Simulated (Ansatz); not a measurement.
The system is Ag.

```xyz
1
Lattice="-1.6557 1.6557 1.6557 1.6557 -1.6557 1.6557 1.6557 1.6557 -1.6557" Properties=species:S:1:pos:R:3 pbc="T T T"
Ag    0.0000    0.0000    0.0000
```

This isn't the form of Ag at room conditions, which is fcc.

| Item | Value |
| --- | --- |
| Program | Ansatz 0.2.0 |
| Task | relaxation of cell and atoms |
| Functional | B3LYP |
| Potentials or basis | Ansatz PAW |
| Cutoff | 420 eV (not typed: the program's choice for these potentials) |
| k mesh | 6 × 6 × 6 |
| Occupations | fermi-dirac, width 0.05 eV |
| Spin | no spin polarisation |

At the start: volume 18.15 Å³/atom.

Problem. How do energy, volume and symmetry change on relaxing?

Solution. It ends after 5 steps and the volume is 19.40 Å³/atom (+6.8 %); space group Im-3m (No. 229, to 0.05 Å).

The path:
| step | energy change (eV) | largest force (eV/Å) | volume (Å³) |
| --- | --- | --- | --- |
| 1 | 0.0000 | 0.0000 | 18.15 |
| 2 | -0.0125 | 0.0000 | 20.12 |
| 3 | -0.0180 | 0.0000 | 19.50 |
| 4 | -0.0182 | 0.0000 | 19.40 |
| 5 | -0.0189 | 0.0000 | 19.40 |

Final structure:
```
Ag
1.0
    -1.69259    1.69259    1.69259
     1.69259   -1.69259    1.69259
     1.69259    1.69259   -1.69259
Ag
1
Direct
  0.00000 0.00000 0.00000
```

Caveat: the k mesh is coarse (spacing up to 0.45 Å⁻¹), so the values aren't converged, least of all with exact exchange; the plane-wave basis is chosen anew once the cell has moved, so the energies of steps on either side of that aren't comparable; the PAW data sets come from PBE, with cores solved anew for the run's functional, which leaves a small shift of forces and pressure.
